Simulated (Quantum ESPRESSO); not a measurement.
# Yb (Fm-3m) in Quantum ESPRESSO: notebook, part 2 of 2

Quantum ESPRESSO 7.5. Earlier steps stand in the parts before.

**3. Single point, LDA+U, collinear spin, ferromagnetic start, 38.80 Å³/atom**

Contents of pw.in:

```
&CONTROL
  calculation = 'scf'
  prefix = 'pwscf'
  outdir = './tmp'
  pseudo_dir = './pseudo'
  tprnfor = .true.
  tstress = .true.
  disk_io = 'nowf'
/
&SYSTEM
  ibrav = 0
  nat = 1
  ntyp = 1
  ecutwfc = 50
  ecutrho = 300
  nbnd = 22
  occupations = 'smearing'
  smearing = 'mv'
  degauss = 0.00367493
  nspin = 2
  starting_magnetization(1) = 0.0417
  tot_magnetization = 0
/
&ELECTRONS
  conv_thr = 2d-10
  electron_maxstep = 120
  mixing_beta = 0.3
/
ATOMIC_SPECIES
Yb   173.0540 Yb.LDA_PW-JTH.UPF
CELL_PARAMETERS angstrom
   0.0000000000    2.6871026548    2.6871026548
   2.6871026548    0.0000000000    2.6871026548
   2.6871026548    2.6871026548    0.0000000000
ATOMIC_POSITIONS crystal
Yb     0.0000000000    0.0000000000    0.0000000000
K_POINTS automatic
3 3 3 0 0 0
HUBBARD {atomic}
U Yb-4f 8.0
```

Potentials or basis: JTH 2.0 LDA.

On the command line:

```
> OMP_NUM_THREADS=1 pw.x -in pw.in > pw.out
```

Wall time 47 s (1 thread of Arm Neoverse V1, shared host); peak memory 0.26 GiB.

The run converged. Its results:

- Free energy: -13523.3802 eV
- Pressure: -1.5 GPa
- Net moment: 0.00 μB per cell
- Absolute moment: 0.00 μB per cell
- Valence electrons inside the program's atomic spheres: Yb 22.93

Caveat: the k mesh is coarse (spacing up to 0.68 Å⁻¹), so the values aren't converged; the total moment is fixed, so each spin has its own Fermi level.

**4. Single point, LDA+U, collinear spin, ferromagnetic start, 39.63 Å³/atom**

Edit pw.in of step 3 so:

```diff
@@ -31,5 +31,5 @@
 CELL_PARAMETERS angstrom
-   0.0000000000    2.6871026548    2.6871026548
-   2.6871026548    0.0000000000    2.6871026548
-   2.6871026548    2.6871026548    0.0000000000
+   0.0000000000    2.7060265364    2.7060265364
+   2.7060265364    0.0000000000    2.7060265364
+   2.7060265364    2.7060265364    0.0000000000
 ATOMIC_POSITIONS crystal
```

On the command line:

```
> OMP_NUM_THREADS=1 pw.x -in pw.in > pw.out
```

Run time: 53 s. Hardware: 1 thread of Arm Neoverse V1, shared host; peak memory 0.26 GiB.

Results (log left out):

```yaml
Free_energy: -13523.3770 eV
Pressure: -1.8 GPa
Net_moment: 0.00 μB per cell
Absolute_moment: 0.00 μB per cell
Valence_electrons_inside_the_program's_atomic_spheres: Yb 22.94
```

Caveat: the k mesh is coarse (spacing up to 0.67 Å⁻¹), so the values aren't converged; the total moment is fixed, so each spin has its own Fermi level.

**5. Single point, LDA+U, collinear spin, ferromagnetic start, 40.46 Å³/atom**

Edit pw.in of step 4 so:

```diff
@@ -31,5 +31,5 @@
 CELL_PARAMETERS angstrom
-   0.0000000000    2.7060265364    2.7060265364
-   2.7060265364    0.0000000000    2.7060265364
-   2.7060265364    2.7060265364    0.0000000000
+   0.0000000000    2.7246893782    2.7246893782
+   2.7246893782    0.0000000000    2.7246893782
+   2.7246893782    2.7246893782    0.0000000000
 ATOMIC_POSITIONS crystal
```

On the command line:

```
> OMP_NUM_THREADS=1 pw.x -in pw.in > pw.out
```

It took 49 s on 1 thread of Arm Neoverse V1, shared host; peak memory 0.27 GiB.

The run converged. Its results:

```
Free energy                                           : -13523.3707 eV
Pressure                                              : -2.1 GPa
Net moment                                            : 0.00 μB per cell
Absolute moment                                       : 0.00 μB per cell
Valence electrons inside the program's atomic spheres : Yb 22.95
```

Caveat: the k mesh is coarse (spacing up to 0.67 Å⁻¹), so the values aren't converged; the total moment is fixed, so each spin has its own Fermi level.

**6. Single point, LDA+U, collinear spin, ferromagnetic start, 41.28 Å³/atom**

Edit pw.in of step 5 so:

```diff
@@ -31,5 +31,5 @@
 CELL_PARAMETERS angstrom
-   0.0000000000    2.7246893782    2.7246893782
-   2.7246893782    0.0000000000    2.7246893782
-   2.7246893782    2.7246893782    0.0000000000
+   0.0000000000    2.7431000000    2.7431000000
+   2.7431000000    0.0000000000    2.7431000000
+   2.7431000000    2.7431000000    0.0000000000
 ATOMIC_POSITIONS crystal
```

Potentials or basis: JTH 2.0 LDA.

On the command line:

```
> OMP_NUM_THREADS=1 pw.x -in pw.in > pw.out
```

Wall time 46 s (1 thread of Arm Neoverse V1, shared host); peak memory 0.27 GiB.

The run converged. Its results:

- Free energy: -13523.3633 eV
- Pressure: -2.3 GPa
- Net moment: 0.00 μB per cell
- Absolute moment: 0.00 μB per cell
- Valence electrons inside the program's atomic spheres: Yb 22.96

Caveat: the k mesh is coarse (spacing up to 0.66 Å⁻¹), so the values aren't converged; the total moment is fixed, so each spin has its own Fermi level.

**7. Single point, LDA+U, collinear spin, ferromagnetic start, 42.11 Å³/atom**

Edit pw.in of step 6 so:

```diff
@@ -31,5 +31,5 @@
 CELL_PARAMETERS angstrom
-   0.0000000000    2.7431000000    2.7431000000
-   2.7431000000    0.0000000000    2.7431000000
-   2.7431000000    2.7431000000    0.0000000000
+   0.0000000000    2.7612667546    2.7612667546
+   2.7612667546    0.0000000000    2.7612667546
+   2.7612667546    2.7612667546    0.0000000000
 ATOMIC_POSITIONS crystal
```

On the command line:

```
> OMP_NUM_THREADS=1 pw.x -in pw.in > pw.out
```

Run time: 44 s. Hardware: 1 thread of Arm Neoverse V1, shared host; peak memory 0.28 GiB.

Results (log left out):

```yaml
Free_energy: -13523.3539 eV
Pressure: -2.6 GPa
Net_moment: 0.00 μB per cell
Absolute_moment: 0.00 μB per cell
Valence_electrons_inside_the_program's_atomic_spheres: Yb 22.97
```

Caveat: the k mesh is coarse (spacing up to 0.66 Å⁻¹), so the values aren't converged; the total moment is fixed, so each spin has its own Fermi level.

**8. Single point, LDA+U, collinear spin, ferromagnetic start, 42.93 Å³/atom**

Edit pw.in of step 7 so:

```diff
@@ -31,5 +31,5 @@
 CELL_PARAMETERS angstrom
-   0.0000000000    2.7612667546    2.7612667546
-   2.7612667546    0.0000000000    2.7612667546
-   2.7612667546    2.7612667546    0.0000000000
+   0.0000000000    2.7791975606    2.7791975606
+   2.7791975606    0.0000000000    2.7791975606
+   2.7791975606    2.7791975606    0.0000000000
 ATOMIC_POSITIONS crystal
```

On the command line:

```
> OMP_NUM_THREADS=1 pw.x -in pw.in > pw.out
```

It took 44 s on 1 thread of Arm Neoverse V1, shared host; peak memory 0.29 GiB.

It converged, with:

```
Free energy                                           : -13523.3437 eV
Pressure                                              : -2.8 GPa
Net moment                                            : 0.00 μB per cell
Absolute moment                                       : 0.00 μB per cell
Valence electrons inside the program's atomic spheres : Yb 22.97
```

Caveat: the k mesh is coarse (spacing up to 0.65 Å⁻¹), so the values aren't converged; the total moment is fixed, so each spin has its own Fermi level.

**9. Single point, LDA+U, collinear spin, ferromagnetic start, 43.76 Å³/atom**

Edit pw.in of step 8 so:

```diff
@@ -31,5 +31,5 @@
 CELL_PARAMETERS angstrom
-   0.0000000000    2.7791975606    2.7791975606
-   2.7791975606    0.0000000000    2.7791975606
-   2.7791975606    2.7791975606    0.0000000000
+   0.0000000000    2.7968999332    2.7968999332
+   2.7968999332    0.0000000000    2.7968999332
+   2.7968999332    2.7968999332    0.0000000000
 ATOMIC_POSITIONS crystal
```

Potentials or basis: JTH 2.0 LDA.

On the command line:

```
> OMP_NUM_THREADS=1 pw.x -in pw.in > pw.out
```

Run time: 59 s. Hardware: 1 thread of Arm Neoverse V1, shared host; peak memory 0.29 GiB.

It converged, with:

```yaml
Free_energy: -13523.3326 eV
Pressure: -3.0 GPa
Net_moment: 0.00 μB per cell
Absolute_moment: 0.00 μB per cell
Valence_electrons_inside_the_program's_atomic_spheres: Yb 22.98
```

Caveat: the k mesh is coarse (spacing up to 0.65 Å⁻¹), so the values aren't converged; the total moment is fixed, so each spin has its own Fermi level.

**10. Equation of state, LDA+U, collinear spin, ferromagnetic start**

This step only gathers the single runs of the series.

What came out:

```yaml
Equilibrium_volume: "38.27 Å³/atom (rough: see the caveat)"
Bulk_modulus: 31 GPa (rough)
```

Energy against volume, from the lowest point:
| volume (Å³/atom) | energy (meV/atom) |
| --- | --- |
| 38.805 | 0.00 |
| 39.630 | 3.22 |
| 40.456 | 9.52 |
| 41.281 | 16.90 |
| 42.107 | 26.28 |
| 42.933 | 36.45 |
| 43.758 | 47.62 |

Caveat: the k mesh is coarse (spacing up to 0.66 Å⁻¹), so the values aren't converged; the fit is doubtful: noisy points or a state that changes with volume; the minimum lies outside the volumes run; the total moment is fixed, so each spin has its own Fermi level. The state reached can hang on the start; a lower one may exist.
